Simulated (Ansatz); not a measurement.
Wanted: the native input for an Ansatz 0.2.0 run.

| Property | Result |
| --- | --- |
| Task | single point |
| Functional | PBE |
| Potentials or basis | all-electron LAPW, scalar-relativistic |
| Cutoff | 258 eV (chosen from the basis error) |
| Basis error allowed | 0.001 eV/atom |
| k mesh | 12 × 12 × 12 |
| Occupations | fermi-dirac, width 0.05 eV |
| Spin | collinear spin, ferromagnetic start |
| Starting moments | [2.0] μB |

The system is V.

```
V
1.0
    -1.51435    1.51435    1.51435
     1.51435   -1.51435    1.51435
     1.51435    1.51435   -1.51435
V
1
Direct
  0.00000 0.00000 0.00000
```

The input as run:

input.yaml

```yaml
crystal:
  lattice:
    - [-1.51435, 1.51435, 1.51435]
    - [1.51435, -1.51435, 1.51435]
    - [1.51435, 1.51435, -1.51435]
  atoms:
    - { symbol: V, position: [0.0, 0.0, 0.0], spin: 2.0 }
kpoints:
  mp_grid: { grid: [12, 12, 12] }
scf:
  occupations: { method: fermi_dirac, width: 0.05 }
hamiltonian:
  xc: pbe
  pseudopotentials: { kind: all_electron, lapw: { basis_error: 0.001 } }
magnetization:
  spin_polarized: true
output:
  forces: true
  stress: true
  eigenvalues: true
  populations: true
```

Potentials or basis: all-electron LAPW, scalar-relativistic.

Command:

```console
$ ansatz run input.yaml --threads 2 --pin off --max-ram 5120MiB --backend cpu --events-out ev --progress --plain --runs-dir out
```

It gave:

```
Pressure               : -5.4 GPa
Band gap on the k mesh : none (metal or under the smearing width)
Net moment             : 0.00 μB per cell
Absolute moment        : 0.00 μB per cell
```

Caveat: the starting moments weren't kept.

Run time: 4.7 s on 2 threads of AMD EPYC 9R14 (Zen 4), with other jobs on the host, peak memory 0.38 GiB.
